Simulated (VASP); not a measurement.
# Ti (P6/mmm) in VASP: further runs, part 2 of 4

VASP 6.6.1. Earlier steps stand in the parts before.

### 3 Relaxation of cell and atoms, LDA

Input file INCAR:

```
SYSTEM = Ti
  ALGO = Normal
  EDIFF = 1E-7
  EDIFFG = -0.005
  ENCUT = 600
  GGA = CA
  IBRION = 2
  ISIF = 3
  ISMEAR = 0
  LASPH = .True.
  LCHARG = .False.
  LREAL = .False.
  LWAVE = .False.
  NELM = 60
  NSW = 90
  PREC = Accurate
  SIGMA = 0.1
```

Input file KPOINTS:

```
k-points
0
Gamma
  12 12 14
  0 0 0
```

Input file POSCAR:

```
Ti
1.0
    4.5673748300      0.0000000000      0.0000000000
   -2.2836874200      3.9554626300      0.0000000000
    0.0000000000      0.0000000000      2.8262442700
Ti
3
Direct
    0.0000000000      0.0000000000      0.0000000000
    0.3333333300      0.6666666700      0.5000000000
    0.6666666700      0.3333333300      0.5000000000
```

Potentials or basis: VASP PAW LDA potentials, release 64 (Ti_sv).

Launch:

```console
$ cat potpaw_LDA.64/Ti_sv/POTCAR > POTCAR
$ mpirun -np 1 vasp_std > vasp.out
```

OUTCAR:

```text
SYSTEM = Ti
   EDIFF = 1E-7
   EDIFFG = -0.005
   ENCUT = 600
   GGA = CA
   IBRION = 2
   ISIF = 3
   ISMEAR = 0
   LASPH = .True.
   LREAL = .False.
   NELM = 60
   NSW = 90
   PREC = Accurate

 ion  position               nearest neighbor table
   1  0.000  0.000  0.000-
   2  0.333  0.667  0.500-   3 2.64   3 2.64   3 2.64
   3  0.667  0.333  0.500-   2 2.64   2 2.64   2 2.64

  LATTYP: Found a hexagonal cell.
 ALAT       =     4.5673748300
 C/A-ratio  =     0.6187896495

  Lattice vectors:

 A1 = (   4.5673748300,   0.0000000000,   0.0000000000)
 A2 = (  -2.2836874200,   3.9554626300,   0.0000000000)
 A3 = (   0.0000000000,   0.0000000000,   2.8262442700)

Analysis of symmetry for initial positions (statically):
=====================================================================
 Subroutine PRICEL returns:
 Original cell was already a primitive cell.

 Routine SETGRP: Setting up the symmetry group for a
 hexagonal supercell.

 Subroutine GETGRP returns: Found 24 space group operations
 (whereof 24 operations were pure point group operations)
 out of a pool of 24 trial point group operations.

The static configuration has the point symmetry D_6h.

Analysis of symmetry for dynamics (positions and initial velocities):
=====================================================================
 Subroutine PRICEL returns:
 Original cell was already a primitive cell.

 Routine SETGRP: Setting up the symmetry group for a
 hexagonal supercell.

 Subroutine GETGRP returns: Found 24 space group operations
 (whereof 24 operations were pure point group operations)
 out of a pool of 24 trial point group operations.

The dynamic configuration has the point symmetry D_6h.

 Subroutine INISYM returns: Found 24 space group operations
 (whereof 24 operations are pure point group operations),
 and found     1 'primitive' translations

[... 117 lines left out ...]
  volume/ion in A,a.u.               =      17.02       114.85
  Fermi-wavevector in a.u.,A,eV,Ry     =   1.457084  2.753489 28.886426  2.123092
  Thomas-Fermi vector in A             =   2.573926
   LORBIT       =      0    0 simple, 1 ext, 2 COOP (PROOUT), +10 PAW based schemes
   GGA     = CA    functional components
   LHFCALC =     F    Hartree Fock is set to
   AEXX    =    0.0000 exact exchange contribution
   IVDW    =     0    specifies the selected vdW correction
   LEPSILON=     F    determine dielectric tensor
   LRPA    =     F    only Hartree local field effects (RPA)
 conjugate gradient relaxation of ions
 non-spin polarized calculation
 Gauss-broadening in eV      SIGMA  =   0.10
  energy-cutoff  :      600.00
  volume of cell :       51.06
 maximum number of plane-waves:      1731
   NGX = 19   NGY = 19   NGZ = 11

--------------------------------------- Ionic step        1  -------------------------------------------

 number of electron      35.9999989 magnetization

 Free energy of the ion-electron system (eV)
  ---------------------------------------------------
  ext. energy  EPLUGINS =         0.00000000
  ---------------------------------------------------
  free energy    TOTEN  =       -25.63067049 eV

  energy without entropy =      -25.61609774  energy(sigma->0) =      -25.62338412

------------------------ aborting loop because EDIFF is reached ----------------------------------------

  FORCE on cell =-STRESS in cart. coord.  units (eV):
  Direction    XX          YY          ZZ          XY          YZ          ZX
  --------------------------------------------------------------------------------------
  -------------------------------------------------------------------------------------
  Total       -2.6292559     -2.6292559     -2.4523250      0.0000000     -0.0000000      0.0000000
  in kB      -82.5030137    -82.5030136    -76.9511247      0.0000001     -0.0000000      0.0000000
  external PRESSURE =     -80.6523840 kB  Pullay stress =       0.0000000 kB
[... 246 lines left out ...]
--------------------------------------- Ionic step        8  -------------------------------------------

 number of electron      36.0000005 magnetization

 Free energy of the ion-electron system (eV)
  ---------------------------------------------------
  ext. energy  EPLUGINS =         0.00000000
  ---------------------------------------------------
  free energy    TOTEN  =       -25.72617284 eV

  energy without entropy =      -25.71156577  energy(sigma->0) =      -25.71886931

 E-fermi :   8.9931     XC(G=0): -12.2357

 val. band max:        8.9869331860   @ k =   0.2500   0.2500   0.3571
 cond. band min:       8.9947351834   @ k =   0.0000   0.0000   0.0000
 fundamental gap:      0.0078019974
 Fermi energy:         8.9931138300

 k-point     1 :       0.0000    0.0000    0.0000
  band No.  band energies     occupation
      1     -47.0619      2.00000
      2     -46.7953      2.00000
      3     -46.5741      2.00000
      4     -23.7927      2.00000
      5     -23.7927      2.00000
      6     -23.7369      2.00000
[... 589 lines left out ...]
     21       9.7427      0.00000
     22      10.1702      0.00000

 [... further k-points ...]
[... 5 lines left out ...]
  --------------------------------------------------------------------------------------
  -------------------------------------------------------------------------------------
  Total       -0.0028434     -0.0028434     -0.0021693      0.0000000      0.0000000     -0.0000000
  in kB       -0.0959336     -0.0959336     -0.0731895      0.0000000      0.0000000     -0.0000000
  external PRESSURE =      -0.0883522 kB  Pullay stress =       0.0000000 kB
[... 18 lines left out ...]
  FREE ENERGIE OF THE ION-ELECTRON SYSTEM (eV)
  ---------------------------------------------------
  free  energy   TOTEN  =       -25.7261728382 eV

  energy  without entropy=      -25.7115657750  energy(sigma->0) =      -25.71886931

 reached required accuracy - stopping structural energy minimisation
```

OSZICAR:

```text
N       E                     dE             d eps       ncg     rms          rms(c)
DAV:   1     0.441628761645E+03    0.44163E+03   -0.20731E+04  6688   0.221E+03
DAV:   2     0.223454696262E+02   -0.41928E+03   -0.41516E+03  6742   0.595E+02
DAV:   3    -0.243803581476E+02   -0.46726E+02   -0.45896E+02 12742   0.165E+02
[... 92 lines left out ...]
DAV:   5    -0.257261674869E+02   -0.41266E-05   -0.23689E-05  9466   0.429E-02    0.532E-03
DAV:   6    -0.257261699728E+02   -0.24859E-05   -0.38829E-06 10752   0.141E-02    0.544E-03
DAV:   7    -0.257261725108E+02   -0.25380E-05   -0.41224E-06  9960   0.130E-02    0.139E-03
DAV:   8    -0.257261727502E+02   -0.23940E-06   -0.77237E-07  9560   0.550E-03    0.136E-03
DAV:   9    -0.257261728382E+02   -0.88063E-07   -0.13245E-07  4740   0.288E-03
   8 F= -.25726173E+02 E0= -.25718869E+02  d E =-.243159E-04
```

CONTCAR:

```text
Ti
   1.00000000000000
     4.4492889565906903    0.0000000001490262    0.0000000000000000
    -2.2246444830370136    3.8531972638323073   -0.0000000000000000
     0.0000000000000000   -0.0000000000000000    2.7698792982137057
  Ti
     3
Direct
     0.0000000000000000    0.0000000000000000    0.0000000000000000
     0.3333333300000021    0.6666666699999979    0.5000000000000000
     0.6666666699999979    0.3333333300000021    0.5000000000000000

  0.00000000E+00  0.00000000E+00  0.00000000E+00
  0.00000000E+00  0.00000000E+00  0.00000000E+00
  0.00000000E+00  0.00000000E+00  0.00000000E+00
```

Run time: 7 min. Hardware: 1 thread of Intel Xeon 6975P-C (Granite Rapids), shared host; peak memory 0.28 GiB.

What came out:

```
Free energy                            : -25.7262 eV
Relaxed volume                         : 15.83 Å³/atom
Relaxed cell                           : a = 4.449 Å, b = 4.449 Å, c = 2.770 Å, α = 90.00°, β = 90.00°, γ = 120.00°
Space group after relaxing (to 0.05 Å) : P6/mmm (No. 191)
Energy gained by relaxing              : 31.8 meV/atom
Ionic steps                            : 8
Pressure after relaxing                : 0.0 GPa
Band gap on the k mesh                 : none (metal or under the smearing width)
```

Step by step:
| step | energy change (eV) | largest force (eV/Å) | pressure (GPa) | volume (Å³) |
| --- | --- | --- | --- | --- |
| 1 | 0.0000 | 0.0000 | -8.07 | 51.06 |
| 2 | -0.0385 | 0.0000 | 7.57 | 44.99 |
| 3 | -0.0951 | 0.0000 | -0.03 | 47.51 |
| 4 | -0.0951 | 0.0000 | 0.14 | 47.44 |
| 5 | -0.0955 | 0.0000 | 0.14 | 47.43 |
| 6 | -0.0955 | 0.0000 | 0.14 | 47.43 |
| 7 | -0.0955 | 0.0000 | -0.09 | 47.52 |
| 8 | -0.0955 | 0.0000 | -0.01 | 47.49 |

Final structure:
```
CELL_PARAMETERS angstrom
4.44929 0.00000 0.00000
-2.22464 3.85320 0.00000
0.00000 0.00000 2.76988
ATOMIC_POSITIONS crystal
Ti 0.00000 0.00000 0.00000
Ti 0.33333 0.66667 0.50000
Ti 0.66667 0.33333 0.50000
```

Levels at points of the mesh, in eV from the Fermi level:
```csv
k point,band 15,band 16,band 17,band 18,band 19,band 20,band 21,band 22
"(0.00, 0.00, 0.00)",-0.70,-0.70,-0.58,-0.58,0.00,0.72,1.36,1.36
"(0.50, 0.00, 0.00)",-2.82,-0.51,-0.49,-0.41,0.02,0.58,1.01,1.51
"(0.00, 0.00, 0.50)",-2.18,-1.80,-1.80,-1.66,1.13,1.13,1.34,1.34
"(0.50, 0.00, 0.50)",-1.88,-1.33,-0.72,-0.65,0.31,0.84,1.14,1.20
```

### 4 Relaxation of cell and atoms, PBE

Edit INCAR of step 3 so:

```diff
@@ -5,3 +5,3 @@
   ENCUT = 600
-  GGA = CA
+  GGA = PE
   IBRION = 2
```

KPOINTS is that of step 3.

POSCAR is that of step 3.

Potentials or basis: VASP PAW PBE potentials, release 64 (Ti_sv).

Launch:

```console
$ cat potpaw_PBE.64/Ti_sv/POTCAR > POTCAR
$ mpirun -np 1 vasp_std > vasp.out
```

Run time: 4.5 min. Hardware: 1 thread of Intel Xeon 6975P-C (Granite Rapids), shared host; peak memory 0.3 GiB.

Results (log left out):

```
Free energy                            : -23.5284 eV
Relaxed volume                         : 17.11 Å³/atom
Relaxed cell                           : a = 4.575 Å, b = 4.575 Å, c = 2.831 Å, α = 90.00°, β = 90.00°, γ = 120.00°
Space group after relaxing (to 0.05 Å) : P6/mmm (No. 191)
Energy gained by relaxing              : 0.2 meV/atom
Ionic steps                            : 4
Pressure after relaxing                : 0.0 GPa
Band gap on the k mesh                 : none (metal or under the smearing width)
```

Stress tensor (GPa, compression positive):
```
 0.03  0.00  0.00
 0.00  0.03  0.00
 0.00  0.00 -0.04
```

The path:
| step | energy change (eV) | largest force (eV/Å) | pressure (GPa) | volume (Å³) |
| --- | --- | --- | --- | --- |
| 1 | 0.0000 | 0.0000 | 0.58 | 51.06 |
| 2 | -0.0002 | 0.0000 | -0.41 | 51.52 |
| 3 | -0.0005 | 0.0000 | 0.00 | 51.32 |
| 4 | -0.0005 | 0.0000 | 0.01 | 51.32 |

Final structure:
```
Ti
1.0
     4.57549    0.00000    0.00000
    -2.28774    3.96249    0.00000
     0.00000    0.00000    2.83052
Ti
3
Direct
  0.00000 0.00000 0.00000
  0.33333 0.66667 0.50000
  0.66667 0.33333 0.50000
```

Levels at points of the mesh, in eV from the Fermi level:
```csv
k point,band 15,band 16,band 17,band 18,band 19,band 20,band 21,band 22
"(0.00, 0.00, 0.00)",-0.71,-0.71,-0.61,-0.61,-0.03,0.68,1.29,1.29
"(0.50, 0.00, 0.00)",-2.62,-0.40,-0.39,-0.35,0.06,0.54,1.04,1.11
"(0.00, 0.00, 0.50)",-2.07,-1.73,-1.62,-1.62,1.06,1.06,1.25,1.25
"(0.50, 0.00, 0.50)",-1.68,-1.16,-0.68,-0.63,0.36,0.81,0.93,1.05
```

(Continued in part 3 of 4.)
